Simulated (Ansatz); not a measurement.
A plane-wave DFT run in Ansatz 0.2.0 (scalar-relativistic PAW potentials unless the input names others): input and command.

```yaml
crystal:
  lattice:
    - [-1.5748567099, 1.5748567099, 4.2372364874]
    - [1.5748567099, -1.5748567099, 4.2372364874]
    - [1.5748567099, 1.5748567099, -4.2372364874]
  atoms:
    - { symbol: Al, position: [0.6593576066, 0.6593576066, 0.0] }
    - { symbol: Al, position: [0.3406423934, 0.3406423934, 0.0] }
    - { symbol: Ru, position: [0.0, 0.0, 0.0] }
basis:
  precision: f64
kpoints:
  mp_grid: { grid: [18, 18, 18] }
hamiltonian:
  xc: r2scan
  pseudopotentials: { kind: paw, source: jth }
scf:
  occupations: { method: tetrahedron_uncorrected }
  eigensolver: { kind: davidson }
output:
  forces: true
  eigenvalues: true
  stress: true
```

```bash
ansatz run input.yaml --threads 1 --pin off --max-ram 2560MiB --backend cpu --events-out ev --progress --plain --runs-dir out
```

Abridged log:
```
Warning: <dir> the checks of this Al dataset prove no rule for summing its radial tables, as where they were carried onto another mesh than they were made on, and Gregory's rule is taken, under which a leading mesh point left out moves its sums only by what lay on the interval it spanned. ...
Warning: <dir> the checks of this Ru dataset prove no rule for summing its radial tables, as where they were carried onto another mesh than they were made on, and Gregory's rule is taken, under which a leading mesh point left out moves its sums only by what lay on the interval it spanned. ...
Pseudopotentials: kind: paw
Pseudopotential: Al, paw, valence charge 3, recommended cutoff 570 eV (normal)
Pseudopotential: Ru, paw, valence charge 16, recommended cutoff 1800 eV (normal)
Functional definition: r2SCAN
davidson cushion auto → on (no smearing: the cushion is to keep the highest requested band from converging to the state above it; pin scf.eigensolver.cushion to override)
Crystal: 3 atoms, lattice volume = 42.036 Å³
Basis set: ecut = 1800 eV, 7309 PW (Γ), FFT grids on a1+a3, a2+a3, a3, exchange–correlation on 180×180×288 points (64 copies of the dense FFT grid, shifted against one another)
Bands: 15, of which v1, the nominal top of the filled ones, is band 11 counted from 1 (10 counted from 0)
Symmetry: 16 space group operations
Space group: I4/mmm (ITA 139), of the structure as read, at distance tolerance 3.5e-5 Å
k-points: 480 of 5832
Initial density: superposition of atomic densities (chi_scale 0.1, normalization cell, long waves kept (reshape's long-wave potential 0.00 eV rms))
Initial wavefunctions: pseudopotential atomic-orbital guess
Functional: x = r2scan, c = r2scan; τ floored in thin density (d = 2e-4 eV/Å³)
SCF iter   1: F=—  HF=-6969.044188 eV  |F-HF|=—  |Δ(HF+E_count)|=         —  Δρ=1.11e-1  dr2=6.88e0  dr2_τ=2.11e-1  ethr=2.80e-2  ⟨swp⟩=2.5  Hψ=48322  notcnv=0
SCF iter   2: F=—  HF=-6970.896121 eV  |F-HF|=—  |Δ(HF+E_count)|=    1.85e0  Δρ=1.51e-1  dr2=1.84e1  dr2_τ=8.87e-1  ethr=8.89e-3  ⟨swp⟩=4.0  Hψ=27575  notcnv=0  defer=6  recentre
SCF iter   3: F=—  HF=-6968.063210 eV  |F-HF|=—  |Δ(HF+E_count)|=    2.83e0  Δρ=3.64e-2  dr2=4.44e-1  dr2_τ=1.07e-2  ethr=8.89e-3  ⟨swp⟩=4.0  Hψ=23566  notcnv=0
SCF iter   4: F=—  HF=-6968.063081 eV  |F-HF|=—  |Δ(HF+E_count)|=   1.29e-4  Δρ=1.48e-2  dr2=1.82e-1  dr2_τ=1.00e-2  ethr=5.74e-4  ⟨swp⟩=3.7  Hψ=21781  notcnv=0  defer=1
SCF iter   5: F=—  HF=-6968.059627 eV  |F-HF|=—  |Δ(HF+E_count)|=   3.45e-3  Δρ=1.43e-2  dr2=1.20e-1  dr2_τ=4.94e-3  ethr=2.36e-4  ⟨swp⟩=3.0  Hψ=17984  notcnv=0
SCF iter   6: F=—  HF=-6968.041437 eV  |F-HF|=—  |Δ(HF+E_count)|=   1.82e-2  Δρ=5.24e-3  dr2=1.39e-2  dr2_τ=8.44e-4  ethr=1.55e-4  ⟨swp⟩=2.8  Hψ=16852  notcnv=0
SCF iter   7: F=—  HF=-6968.039773 eV  |F-HF|=—  |Δ(HF+E_count)|=   1.66e-3  Δρ=4.64e-4  dr2=6.57e-5  dr2_τ=9.01e-6  ethr=8.53e-8  ⟨swp⟩=4.7  Hψ=50558  notcnv=0  defer=4
SCF iter   8: F=—  HF=-6968.039776 eV  |F-HF|=—  |Δ(HF+E_count)|=   2.68e-6  Δρ=2.81e-4  dr2=2.53e-5  dr2_τ=1.59e-6  ethr=8.49e-8  ⟨swp⟩=2.8  Hψ=16952  notcnv=0
SCF iter   9: F=—  HF=-6968.039774 eV  |F-HF|=—  |Δ(HF+E_count)|=   1.71e-6  Δρ=4.32e-5  dr2=1.03e-6  dr2_τ=4.53e-8  ethr=3.27e-8  ⟨swp⟩=3.2  Hψ=22176  notcnv=0
SCF iter  10: F=-6968.039774 eV  HF=-6968.039774 eV  |F-HF|=5.99e-9  |Δ(HF+E_count)|=   9.53e-8  Δρ=4.72e-6  dr2=1.09e-8  dr2_τ=1.25e-9  ethr=1.33e-9  ⟨swp⟩=4.0  Hψ=25006  notcnv=0
SCF 1 converged in 10 iterations: F = -6968.039774 eV  dr2 = 1.09e-8
  Residual-converged pass: ⟨swp⟩=4.0  Hψ=20923  notcnv=0  max |occ|·‖R‖ = 6.6e-6 eV (tolerance 6.7e-6 eV) dr2=1.05e-8  dr2_τ=1.20e-9  dr2_onsite=5.21e-10  max |Δocc| = 5.8e-11
SCF converged after 10 iterations
Free energy (F): -6968.039774 eV
Harris-Foulkes:  -6968.039774 eV  (|F-HF|=5.99e-9)
Internal energy: -6968.039774 eV  (E = F + TS)
E sigma→0 (E₀):  -6968.039774 eV
Fermi energy:    13.914682 eV
--- Forces (eV/Å), atoms counted from 1 ---
  atom   1  Al     0.00000000     0.00000000    -0.03279150
  atom   2  Al     0.00000000     0.00000000     0.03279150
  atom   3  Ru     0.00000000     0.00000000     0.00000000
--- Stress (GPa, compression-positive) ---
       -3.186869       0.000000       0.000000
        0.000000      -3.186869       0.000000
        0.000000       0.000000      -2.284498
  P = ⅓ Tr σ = -2.8861 GPa (-28.861 kbar)
```

Apart from outputs and empty bands, the input differs from a reference run on usual settings in scf.eigensolver.kind: not typed → "davidson"; basis.precision: not typed → "f64"; hamiltonian.pseudopotentials: not typed → {"kind": "paw", "source": "jth"}; scf.occupations.width: 0.1 → not typed; scf.occupations.method: "gaussian" → "tetrahedron_uncorrected"; basis.ecutwfc: 500 → not typed. The reference, at the same geometry (not necessarily relaxed), gave pressure -3.83 GPa, largest force 0.063 eV/Å, no gap on the mesh. This run converged in 10 SCF iterations (reference: 6) with a total energy on another zero, pressure -2.89 GPa, largest force 0.033 eV/Å, no gap on the mesh.

Time: 6.5 min on 1 thread of Arm Neoverse V2, with other jobs on the host, peak memory 2.3 GiB.